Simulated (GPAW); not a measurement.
# TePb (Fm-3m) in GPAW: notebook

One crystal, TePb, is run at these levels: PBEsol, PBEsol+D3, PBEsol+D3(BJ); tasks: relaxation of cell and atoms.

All numbers are computed with GPAW 26.7.0; they aren't measurements. Logs are shortened: lines on timing, memory, paths and dates and some standing lists are left out, and cuts for length are marked. The log counts tension as positive stress, the text compression.

### 1 The crystal as given

Symmetry: Fm-3m, No. 225, cubic system. The conventional cell has a = 6.462 Å, b = 6.462 Å, c = 6.462 Å, α = 90.00°, β = 90.00°, γ = 90.00°. Pb (site symmetry m-3m) is surrounded by 6 Te at 3.23 Å. Te (site symmetry m-3m) is surrounded by 6 Pb at 3.23 Å.

### 2 Relaxation of cell and atoms, PBEsol

run.py

```python
from ase import Atoms
from ase.filters import FrechetCellFilter
from ase.io import write
from ase.optimize import BFGS
from gpaw import GPAW, PW, setup_paths

setup_paths.insert(0, '.')

atoms = Atoms(['Pb', 'Te'],
              cell=[[0.0, 3.231, 3.231],
                    [3.231, 0.0, 3.231],
                    [3.231, 3.231, 0.0]],
              scaled_positions=[[0.0, 0.0, 0.0],
                                [0.5, 0.5, 0.5]],
              pbc=True)

calc = GPAW(mode=PW(600),
            xc='PBEsol',
            kpts={'size': (7, 7, 7), 'gamma': True},
            occupations={'name': 'fermi-dirac', 'width': 0.05},
            nbands=19,
            convergence={'density': 1e-05, 'forces': 0.0001},
            maxiter=150,
            txt='gpaw.txt')
atoms.calc = calc
opt = BFGS(FrechetCellFilter(atoms), trajectory='relax.traj', logfile='-')
done = opt.run(fmax=0.02, steps=60)
calc.write('gs.gpw')
write('result.traj', atoms)
print('Converged:', done)
print('Cell:', atoms.cell.cellpar().round(4))
print('Volume:', round(atoms.get_volume(), 4))
print(atoms.get_scaled_positions().round(5))
```

Potentials or basis: PAW data sets generated in the run's folder for this functional, pw.

Started as:

```bash
$ gpaw-setup -f PBEsol Pb Te
$ OMP_NUM_THREADS=1 python run.py
```

gpaw.txt:

```text
__  _  _
 | _ |_)|_||  |
 |__||  | ||/\| - 26.7.0

Input parameters:
  mode=PW(ecut=600.0),
  convergence={'density': 1e-05, 'forces': 0.0001},
  kpts=MonkhorstPack(size=(7, 7, 7), gamma=True),
  maxiter=150,
  nbands=19,
  occupations=Occupations(name='fermi-dirac', width=0.05),
  xc=XC(name='PBEsol')

Diagonalizing LCAO Hamiltonian
Converting LCAO to pw mode

                 Te

       Pb

Atoms  # Å, Bohr magnetons
|   | symbol |        x |        y |        z |    initial magnetic moments |
|---|--------|----------|----------|----------|-----------------------------|
| 0 |     Pb | 0.000000 | 0.000000 | 0.000000 | ( 0.0000,  0.0000,  0.0000) |
| 1 |     Te | 3.231000 | 3.231000 | 3.231000 | ( 0.0000,  0.0000,  0.0000) |

Unit cell  # Å
| periodic |        x |        y |        z |  lengths |    angles |
|----------|----------|----------|----------|----------|-----------|
|      yes | 0.000000 | 3.231000 | 3.231000 | 4.569324 | 60.000000 |
|      yes | 3.231000 | 0.000000 | 3.231000 | 4.569324 | 60.000000 |
|      yes | 3.231000 | 3.231000 | 0.000000 | 4.569324 | 60.000000 |

Number of symmetries: 48
Symmetry operations  # r_c * U_cc + t_c -> r_c
|    | kind |            matrix            |
|----|------|------------------------------|
|  0 |  σ   |  1, 0, 0,  1, 0,-1,  1,-1, 0 |
|  1 |  C2  |  1, 0, 0,  1,-1, 0,  1, 0,-1 |
|  2 |  E   |  1, 0, 0,  0, 1, 0,  0, 0, 1 |
|  3 |  σ   |  1, 0, 0,  0, 0, 1,  0, 1, 0 |
|  4 |  C4  |  1, 0,-1,  1, 0, 0,  1,-1, 0 |
|  5 |  S6  |  1, 0,-1,  1,-1, 0,  1, 0, 0 |
|  6 |  σ   |  1, 0,-1,  0, 1,-1,  0, 0,-1 |
|  7 |  C3  |  1, 0,-1,  0, 0,-1,  0, 1,-1 |
|  8 |  S6  |  1,-1, 0,  1, 0, 0,  1, 0,-1 |
|  9 |  C4  |  1,-1, 0,  1, 0,-1,  1, 0, 0 |
| 10 |  C3  |  1,-1, 0,  0,-1, 1,  0,-1, 0 |
| 11 |  σ   |  1,-1, 0,  0,-1, 0,  0,-1, 1 |
| 12 |  σ   |  0, 1, 0,  1, 0, 0,  0, 0, 1 |
| 13 |  C4  |  0, 1, 0,  0, 1,-1, -1, 1, 0 |
[... 235 lines left out ...]
Forces  # eV/Ang
|        x |        y |        z |
|----------|----------|----------|
| -0.00000 | -0.00000 | -0.00000 |  # Pb   0
|  0.00000 |  0.00000 | -0.00000 |  # Te   1

Interpolating wave functions to new cell

                 Te

       Pb

Atoms  # Å, Bohr magnetons
|   | symbol |         x |         y |         z |    initial magnetic moments |
|---|--------|-----------|-----------|-----------|-----------------------------|
| 0 |     Pb | -0.000000 | -0.000000 | -0.000000 | ( 0.0000,  0.0000,  0.0000) |
| 1 |     Te |  3.227596 |  3.227596 |  3.227596 | ( 0.0000,  0.0000,  0.0000) |

Unit cell  # Å
| periodic |        x |         y |         z |  lengths |    angles |
|----------|----------|-----------|-----------|----------|-----------|
|      yes | 0.000000 |  3.227596 |  3.227596 | 4.564510 | 60.000000 |
|      yes | 3.227596 | -0.000000 |  3.227596 | 4.564510 | 60.000000 |
|      yes | 3.227596 |  3.227596 | -0.000000 | 4.564510 | 60.000000 |

Number of symmetries: 48
Symmetry operations  # r_c * U_cc + t_c -> r_c
|    | kind |            matrix            |
|----|------|------------------------------|
|  0 |  σ   |  1, 0, 0,  1, 0,-1,  1,-1, 0 |
|  1 |  C2  |  1, 0, 0,  1,-1, 0,  1, 0,-1 |
|  2 |  E   |  1, 0, 0,  0, 1, 0,  0, 0, 1 |
|  3 |  σ   |  1, 0, 0,  0, 0, 1,  0, 1, 0 |
|  4 |  C4  |  1, 0,-1,  1, 0, 0,  1,-1, 0 |
|  5 |  S6  |  1, 0,-1,  1,-1, 0,  1, 0, 0 |
|  6 |  σ   |  1, 0,-1,  0, 1,-1,  0, 0,-1 |
|  7 |  C3  |  1, 0,-1,  0, 0,-1,  0, 1,-1 |
|  8 |  S6  |  1,-1, 0,  1, 0, 0,  1, 0,-1 |
|  9 |  C4  |  1,-1, 0,  1, 0,-1,  1, 0, 0 |
| 10 |  C3  |  1,-1, 0,  0,-1, 1,  0,-1, 0 |
| 11 |  σ   |  1,-1, 0,  0,-1, 0,  0,-1, 1 |
| 12 |  σ   |  0, 1, 0,  1, 0, 0,  0, 0, 1 |
| 13 |  C4  |  0, 1, 0,  0, 1,-1, -1, 1, 0 |
[... 221 lines left out ...]
Gap: 0.923 eV
Transition (v -> c):
  (s=0, k=19, n=9, [0.43, 0.43, 0.43]) -> (s=0, k=19, n=10, [0.43, 0.43, 0.43])
No difference between direct/indirect transitions

Stress tensor  # eV/Ang^3
|         x |         y |         z |
|-----------|-----------|-----------|
|  0.003541 | -0.000000 | -0.000000 |
| -0.000000 |  0.003541 |  0.000000 |
| -0.000000 |  0.000000 |  0.003541 |

Forces  # eV/Ang
|       x |       y |        z |
|---------|---------|----------|
| 0.00000 | 0.00000 |  0.00000 |  # Pb   0
| 0.00000 | 0.00000 | -0.00000 |  # Te   1

Interpolating wave functions to new cell

                 Te

       Pb

Atoms  # Å, Bohr magnetons
|   | symbol |         x |         y |         z |    initial magnetic moments |
|---|--------|-----------|-----------|-----------|-----------------------------|
| 0 |     Pb | -0.000000 | -0.000000 | -0.000000 | ( 0.0000,  0.0000,  0.0000) |
| 1 |     Te |  3.213426 |  3.213426 |  3.213426 | ( 0.0000,  0.0000,  0.0000) |

Unit cell  # Å
| periodic |        x |         y |         z |  lengths |    angles |
|----------|----------|-----------|-----------|----------|-----------|
|      yes | 0.000000 |  3.213426 |  3.213426 | 4.544471 | 60.000000 |
|      yes | 3.213426 | -0.000000 |  3.213426 | 4.544471 | 60.000000 |
|      yes | 3.213426 |  3.213426 | -0.000000 | 4.544471 | 60.000000 |

Number of symmetries: 48
Symmetry operations  # r_c * U_cc + t_c -> r_c
|    | kind |            matrix            |
|----|------|------------------------------|
|  0 |  σ   |  1, 0, 0,  1, 0,-1,  1,-1, 0 |
|  1 |  C2  |  1, 0, 0,  1,-1, 0,  1, 0,-1 |
|  2 |  E   |  1, 0, 0,  0, 1, 0,  0, 0, 1 |
|  3 |  σ   |  1, 0, 0,  0, 0, 1,  0, 1, 0 |
|  4 |  C4  |  1, 0,-1,  1, 0, 0,  1,-1, 0 |
|  5 |  S6  |  1, 0,-1,  1,-1, 0,  1, 0, 0 |
|  6 |  σ   |  1, 0,-1,  0, 1,-1,  0, 0,-1 |
|  7 |  C3  |  1, 0,-1,  0, 0,-1,  0, 1,-1 |
|  8 |  S6  |  1,-1, 0,  1, 0, 0,  1, 0,-1 |
|  9 |  C4  |  1,-1, 0,  1, 0,-1,  1, 0, 0 |
| 10 |  C3  |  1,-1, 0,  0,-1, 1,  0,-1, 0 |
| 11 |  σ   |  1,-1, 0,  0,-1, 0,  0,-1, 1 |
| 12 |  σ   |  0, 1, 0,  1, 0, 0,  0, 0, 1 |
| 13 |  C4  |  0, 1, 0,  0, 1,-1, -1, 1, 0 |
[... 223 lines left out ...]
Gap: 0.904 eV
Transition (v -> c):
  (s=0, k=19, n=9, [0.43, 0.43, 0.43]) -> (s=0, k=19, n=10, [0.43, 0.43, 0.43])
No difference between direct/indirect transitions

Stress tensor  # eV/Ang^3
|         x |         y |         z |
|-----------|-----------|-----------|
| -0.000067 | -0.000000 |  0.000000 |
| -0.000000 | -0.000067 |  0.000000 |
|  0.000000 |  0.000000 | -0.000067 |

Forces  # eV/Ang
|        x |        y |        z |
|----------|----------|----------|
|  0.00000 | -0.00000 | -0.00000 |  # Pb   0
| -0.00000 | -0.00000 | -0.00000 |  # Te   1

# Writing to gs.gpw (mode='')
```

stdout:

```text
Step          Energy          fmax
BFGS:    0       -8.555188        0.147583
BFGS:    1       -8.556024        0.119058
BFGS:    2       -8.557526        0.002220
Converged: True
Cell: [ 4.5445  4.5445  4.5445 60.     60.     60.    ]
Volume: 66.3644
[[0.  0.  0. ]
 [0.5 0.5 0.5]]
```

It took 59 s on 1 thread of Arm Neoverse V1, shared host; peak memory 0.2 GiB.

What came out:

```
Free energy                            : -8.5575 eV
Relaxed volume                         : 33.18 Å³/atom
Relaxed cell                           : a = 4.544 Å, b = 4.544 Å, c = 4.544 Å, α = 60.00°, β = 60.00°, γ = 60.00°
Space group after relaxing (to 0.05 Å) : Fm-3m (No. 225)
Energy gained by relaxing              : 1.2 meV/atom
Ionic steps                            : 3
Pressure after relaxing                : 0.0 GPa
```

Step by step:
```csv
step,energy change (eV),largest force (eV/Å),pressure (GPa),volume (Å³)
1,0.0000,0.0000,-0.70,67.46
2,-0.0008,0.0000,-0.57,67.25
3,-0.0023,0.0000,0.01,66.36
```

Final structure:
```yaml
crystal:
  lattice:
    - [0.00000, 3.21343, 3.21343]
    - [3.21343, 0.00000, 3.21343]
    - [3.21343, 3.21343, 0.00000]
  atoms:
    - { symbol: Pb, position: [0.00000, 0.00000, 0.00000] }
    - { symbol: Te, position: [0.50000, 0.50000, 0.50000] }
```

Levels at points of the mesh, in eV from the Fermi level:
```
           k point  band 8  band 9  band 10  band 11  band 12  band 13
(0.00, 0.00, 0.00)   -1.78   -1.78    -1.78     3.69     3.69     3.69
```

Caveat: this odd mesh misses L, where the gap lies, so gap, dielectric constants and Born charges aren't listed; later steps reuse the first step's grids. Spin-orbit coupling is left out, which matters for the levels of Pb, Te.

### 3 Relaxation of cell and atoms, PBEsol+D3

Edit run.py of step 2 so:

```diff
@@ -1,2 +1,3 @@
 from ase import Atoms
+from ase.calculators.mixing import SumCalculator
 from ase.filters import FrechetCellFilter
@@ -4,2 +5,3 @@
 from ase.optimize import BFGS
+from dftd3.ase import DFTD3
 from gpaw import GPAW, PW, setup_paths
@@ -24,3 +26,3 @@
             txt='gpaw.txt')
-atoms.calc = calc
+atoms.calc = SumCalculator([calc, DFTD3(method='pbesol', damping='d3zero')])
 opt = BFGS(FrechetCellFilter(atoms), trajectory='relax.traj', logfile='-')
```

Potentials or basis: PAW data sets generated in the run's folder for this functional, pw.

Started as:

```bash
$ gpaw-setup -f PBEsol Pb Te
$ OMP_NUM_THREADS=1 python run.py
```

Run time: 61 s. Hardware: 1 thread of Arm Neoverse V1, shared host; peak memory 0.21 GiB.

It converged, with:

| Item | Value |
| --- | --- |
| Free energy | -9.0099 eV |
| Relaxed volume | 32.50 Å³/atom |
| Relaxed cell | a = 4.513 Å, b = 4.513 Å, c = 4.513 Å, α = 60.00°, β = 60.00°, γ = 60.00° |
| Space group after relaxing (to 0.05 Å) | Fm-3m (No. 225) |
| Energy gained by relaxing | 6.0 meV/atom |
| Ionic steps | 3 |
| Pressure after relaxing | 0.1 GPa |
| Dispersion energy per atom | -0.228 eV |

Step by step:
```tsv
step	energy change (eV)	largest force (eV/Å)	pressure (GPa)	volume (Å³)
1	0.0000	0.0000	-1.58	67.46
2	-0.0043	0.0000	-1.29	66.98
3	-0.0120	0.0000	0.07	64.99
```

Final structure:
```
Pb Te
1.0
     0.00000    3.19110    3.19110
     3.19110    0.00000    3.19110
     3.19110    3.19110    0.00000
Pb Te
1 1
Direct
  0.00000 0.00000 0.00000
  0.50000 0.50000 0.50000
```

Levels at points of the mesh, in eV from the Fermi level:
```csv
k point,band 6,band 7,band 8,band 9,band 10,band 11,band 12,band 13,band 14,band 15
"(0.00, 0.00, 0.00)",-12.68,-5.80,-1.84,-1.84,-1.84,3.73,3.73,3.73,5.35,5.35
```

Caveat: this odd mesh misses L, where the gap lies, so gap, dielectric constants and Born charges aren't listed; later steps reuse the first step's grids.

### 4 Relaxation of cell and atoms, PBEsol+D3(BJ)

Edit run.py of step 3 so:

```diff
@@ -26,3 +26,3 @@
             txt='gpaw.txt')
-atoms.calc = SumCalculator([calc, DFTD3(method='pbesol', damping='d3zero')])
+atoms.calc = SumCalculator([calc, DFTD3(method='pbesol', damping='d3bj')])
 opt = BFGS(FrechetCellFilter(atoms), trajectory='relax.traj', logfile='-')
```

Started as:

```bash
$ gpaw-setup -f PBEsol Pb Te
$ OMP_NUM_THREADS=1 python run.py
```

Wall time 78 s (1 thread of Arm Neoverse V1, shared host); peak memory 0.23 GiB.

The run converged. Its results:

| Property | Result |
| --- | --- |
| Free energy | -9.3954 eV |
| Relaxed volume | 31.78 Å³/atom |
| Relaxed cell | a = 4.479 Å, b = 4.479 Å, c = 4.479 Å, α = 60.00°, β = 60.00°, γ = 60.00° |
| Space group after relaxing (to 0.05 Å) | Fm-3m (No. 225) |
| Energy gained by relaxing | 16.9 meV/atom |
| Ionic steps | 4 |
| Pressure after relaxing | 0.0 GPa |
| Dispersion energy per atom | -0.428 eV |

The path:
```
step  energy change (eV)  largest force (eV/Å)  pressure (GPa)  volume (Å³)
   1              0.0000                0.0000           -2.62        67.46
   2             -0.0118                0.0000           -2.16        66.67
   3             -0.0336                0.0000            0.21        63.27
   4             -0.0338                0.0000           -0.01        63.55
```

Final structure:
```
Pb Te
1.0
     0.00000    3.16735    3.16735
     3.16735    0.00000    3.16735
     3.16735    3.16735    0.00000
Pb Te
1 1
Direct
  0.00000 0.00000 0.00000
  0.50000 0.50000 0.50000
```

Levels at points of the mesh, in eV from the Fermi level:
| k point | band 8 | band 9 | band 10 | band 11 | band 12 | band 13 |
| --- | --- | --- | --- | --- | --- | --- |
| (0.00, 0.00, 0.00) | -1.92 | -1.92 | -1.92 | 3.77 | 3.77 | 3.77 |

Caveat: this odd mesh misses L, where the gap lies, so gap, dielectric constants and Born charges aren't listed; later steps reuse the first step's grids. Spin-orbit coupling is left out, which matters for the levels of Pb, Te.

### 5 Overview

```tsv
level	pressure (GPa)	relaxed volume (Å³/atom)
PBEsol	0.0	33.18
PBEsol+D3	0.1	32.50
PBEsol+D3(BJ)	0.0	31.78
```

Alike in all rows: task relaxation of cell and atoms; potentials or basis PAW data sets generated in the run's folder for this functional, pw; no spin polarisation; cell relaxed; k mesh 7 × 7 × 7; cutoff (eV) 600; smearing fermi-dirac 0.05 eV.

Caveats: later steps reuse the first step's grids.

Absolute energies hang on the potentials; compare differences alone.
